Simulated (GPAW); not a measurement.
Runs of GPAW 26.7.0 on Se. The structure is trigonal, space group P3_121 (No. 152). The conventional cell has a = 4.366 Å, b = 4.366 Å, c = 4.954 Å, α = 90.00°, β = 90.00°, γ = 120.00°. Se (site symmetry 2) has 2 Se at 2.37 Å as nearest neighbours. 

```tsv
potentials or basis	k mesh	cutoff (eV)	smearing	maxiter	gap on the mesh (eV)	pressure (GPa)	largest force (eV/Å)
GPAW PAW data sets (gpaw-data 1.2.1), pw	7 × 7 × 6	600	gaussian 0.024 eV	150	1.21	2.8	0.42
GPAW PAW data sets (gpaw-data 1.2.1), pw	7 × 7 × 6	600	gaussian 0.027 eV	150	1.21	2.8	0.42
GPAW PAW data sets (gpaw-data 1.2.1), pw	7 × 7 × 6	600	gaussian 0.022 eV	150	1.21	2.8	0.42
PAW data sets generated in the run's folder for this functional, pw	6 × 6 × 5	500	fermi-dirac 0.05 eV	80	1.31	(a)	0.42
GPAW PAW data sets (gpaw-data 1.2.1), pw	7 × 7 × 6	600	gaussian 0.019 eV	150	1.21	2.8	0.42
```

Alike in all rows: task single point; level PBE; no spin polarisation; cell as given.

Task: Estimate the missing entries.

Result: (a) 2.7.

Caveats: an odd mesh through Γ misses points on the zone boundary, where band edges often lie; the cutoff is short for stress and forces, so pressures can be off by a GPa or more (some runs).

A k mesh can miss the band edges, and the runs leave out spin-orbit coupling on Se.
